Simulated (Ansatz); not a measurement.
Runs of Ansatz 0.2.0 on TaS2. The structure is trigonal, space group P-3m1 (No. 164). Conventional cell: a = 3.350 Å, b = 3.350 Å, c = 5.860 Å, α = 90.00°, β = 90.00°, γ = 120.00°. Around Ta (site symmetry -3m) lie 6 S at 2.43 Å. Around S (site symmetry 3m) lie 3 Ta at 2.43 Å. 

```csv
task,level,U,cell,k mesh,cutoff (eV),hubbard projectors,double counting,atoms under strain,points for each segment of the path,mesh quality,gap on the mesh (eV),pressure (GPa),relaxed volume (Å³/atom),largest force (eV/Å)
relaxation of cell and atoms,LDA+U,Ta d U = 6 eV,relaxed,9 × 9 × 5,420,ortho-atomic (the default),fll (the default),-,-,not flagged,-,0.0,18.68,-
elastic constants,LDA,-,as given,8 × 8 × 4,420,-,-,relaxed,-,not flagged,none,-3.0,-,-
relaxation of cell and atoms,HISS,-,relaxed,5 × 5 × 3,420,-,-,-,-,coarse,none,0.0,(a),-
band structure,m-r2SCAN,-,as given,9 × 9 × 5,500,-,-,-,14,not flagged,none,7.8,-,1.00
density of states,r2SCAN,-,as given,9 × 9 × 5,500,-,-,-,-,not flagged,none,7.8,-,1.00
```

Alike in all rows: potentials or basis Ansatz PAW; no spin polarisation; smearing fermi-dirac 0.05 eV.

Estimate the missing entries.

(a) 21.75.

Caveats: some runs use coarse meshes; the PAW data sets come from PBE, with cores solved anew for the run's functional, which leaves a small shift of forces and pressure; the plane-wave basis is chosen anew once the cell has moved, so the energies of steps on either side of that aren't comparable (some runs); forces of over 1 eV/Å show positions far from the minimum, so gaps and moduli don't describe the material at rest (some runs); the cell is more than 3 GPa from zero pressure, which shifts response properties (some runs); elastic constants of metals need much finer meshes, so these are rough (some runs); the volume moved by +15 % from the deposited cell, more than functionals usually miss (some runs); spin-orbit coupling is left out, which moves the levels of the heavy elements (some runs).

A k mesh can miss the band edges, and the runs leave out spin-orbit coupling on Ta.

A gap of «none» marks a metal or a gap under the smearing width.

Runs at the PBE level aren't shown here.
